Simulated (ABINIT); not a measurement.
Crystal: MgO.

```xyz
4
Lattice="3.3078 0.0000 0.0000 -1.6539 2.8646 0.0000 0.0000 0.0000 4.9829" Properties=species:S:1:pos:R:3 pbc="T T T"
Mg    1.6539    0.9549    2.5022
Mg    0.0000    1.9098    0.0108
O     1.6539    0.9549    4.4968
O     0.0000    1.9098    2.0053
```

Measurements of this composition are mostly on another form, of space group No. 225.

Base run:

```yaml
Program: ABINIT 10.8.3 (patched build)
Functional: r2SCAN
Potentials_or_basis: JTH PAW PBE v2.0
Cutoff: 762 eV
k_mesh: 9 × 9 × 6
Occupations: fermi-dirac, width 0.05 eV
Spin: no spin polarisation
```

Its results: band gap on the k mesh 4.14 eV, direct; pressure -0.2 GPa; largest force 0.016 eV/Å.

**Question.** The run is repeated on the same cell with these changes: functional from r2SCAN to PBEsol; cutoff from 762 eV to 626 eV; fine-grid cutoff from 1360.57 eV to 1224.51 eV. What comes out?

**Answer.** Band gap on the k mesh 3.35 eV, direct; pressure 0.5 GPa; largest force 0.003 eV/Å.

Caveats: the PAW data sets were made with another functional, which shifts forces and pressure a little.
